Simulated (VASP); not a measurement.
## CdS (Greenockite): relaxation of cell and atoms with PBEsol

CdS (Greenockite):

```xyz
4
Lattice="4.1292 0.0000 0.0000 -2.0646 3.5760 0.0000 0.0000 0.0000 6.7319" Properties=species:S:1:pos:R:3 pbc="T T T"
Cd    0.0000    2.3840    6.7288
Cd    2.0646    1.1920    3.3629
S     0.0000    2.3840    2.5275
S     2.0646    1.1920    5.8935
```

```json
{"Program": "VASP 6.6.1", "Task": "relaxation of cell and atoms", "Functional": "PBEsol", "Potentials or basis": "VASP PAW PBE potentials, release 64 (Cd, S)", "Cutoff": "600 eV", "k mesh": "9 × 9 × 4", "Occupations": "gaussian, width 0.03 eV", "Spin": "no spin polarisation", "Further INCAR settings": "ALGO = Normal; EDIFF = 1e-07; IBRION = 2; EDIFFG = -0.005; NSW = 90; ISIF = 3"}
```

```
Energy gained by relaxing : 0.0 meV/atom
Ionic steps               : 5
Pressure after relaxing   : 0.0 GPa
Band gap on the k mesh    : 1.08 eV, direct
```

Forces on the atoms (eV/Å):
```
Cd   0.000  0.000 -0.003
Cd   0.000  0.000 -0.003
S    0.000  0.000  0.003
S    0.000  0.000  0.003
```

Final structure:
```yaml
crystal:
  lattice:
    - [4.13146, 0.00000, 0.00000]
    - [-2.06573, 3.57795, 0.00000]
    - [0.00000, 0.00000, 6.72462]
  atoms:
    - { symbol: Cd, position: [0.33333, 0.66667, 0.99932] }
    - { symbol: Cd, position: [0.66667, 0.33333, 0.49932] }
    - { symbol: S, position: [0.33333, 0.66667, 0.37568] }
    - { symbol: S, position: [0.66667, 0.33333, 0.87568] }
```

Levels at points of the mesh, in eV from the valence-band top:
```
           k point  band 15  band 16  band 17  band 18  band 19  band 20  band 21  band 22
(0.00, 0.00, 0.00)    -0.77    -0.05     0.00     0.00     1.08     2.68     6.38     6.38
(0.00, 0.00, 0.50)    -0.40    -0.40    -0.40    -0.40     2.75     2.75     6.07     6.07
```

Wall time 4.2 min on 2 MPI ranks on AMD EPYC 7R13 Processor (Zen 3), with other jobs on the host, peak memory 0.28 GiB a rank.

Caveat: the PAW data sets were made with another functional, which shifts forces and pressure a little.
